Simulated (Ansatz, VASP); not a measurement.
# GaP in VASP and in Ansatz

```
CELL_PARAMETERS angstrom
0.00000 2.62433 2.76828
2.76828 0.00000 2.76828
2.76828 2.62433 0.00000
ATOMIC_POSITIONS crystal
Ga 0.00000 0.00000 0.00000
P 0.75000 0.75000 0.75000
```

Alike in both runs: task single point; functional PBEsol; k mesh 10 × 10 × 10; occupations gaussian, width 0.05 eV; no spin polarisation.

```csv
,VASP,Ansatz
version,VASP 6.6.1,Ansatz 0.2.0
potentials or method,"VASP PAW PBE potentials, release 64 (Ga_d, P)","scalar-relativistic, plane waves, PAW"
plane-wave cutoff (eV),520,420
valence electrons in the cell,18,18
```

```csv
,VASP,Ansatz,Ansatz less VASP
gap on the k mesh at the Fermi level (eV),0.97,0.97,-0.001
least direct gap on the mesh (eV),1.60,1.59,-0.007
pressure (GPa),-0.1,-0.1,+0.08
largest component of the traceless stress (GPa),2.40,2.39,-0.008
```

Ansatz warned: «pseudo_functional_mismatch».

Caveats: the PAW data sets were made with another functional, which shifts forces and pressure a little (VASP). A k mesh can miss the band edges.
